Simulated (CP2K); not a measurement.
The system is GaN.

```
CELL_PARAMETERS angstrom
3.18693 0.00000 0.00000
1.59347 2.75996 0.00000
1.59347 0.91999 2.60212
ATOMIC_POSITIONS crystal
Ga 0.00000 0.00000 0.00000
N 0.25000 0.25000 0.25000
```

The cell is a database's computed one.

Base run:

- Program: CP2K 2026.2
- Functional: PBEsol
- Potentials or basis: POTENTIAL_UZH Ga GTH-PBE-q13, N GTH-PBE-q5; TZVP-MOLOPT-PBE-GTH basis
- Density cutoff: 6123 eV
- k mesh: 10 × 10 × 10
- Occupations: fermi-dirac, width 0.05 eV
- Spin: no spin polarisation

Its results: band gap on the k mesh 1.59 eV, direct; pressure 1.7 GPa.

Q: The run is repeated on the same cell with these changes: functional from PBEsol to PBE; potential files from those of the base run to others of the same set. What comes out?

A: Band gap on the k mesh 1.69 eV, direct; pressure 7.1 GPa.

PBE binds less tightly than PBEsol, so the same cell stands under more pressure.

Caveats: the basis of atomic orbitals isn't converged, which shifts pressures, moduli and gaps; the potentials were made for another functional, which shifts forces and pressure (some runs); the real-space grid breaks the cell's symmetry a little (some runs).

Not every run made on this cell is shown here.
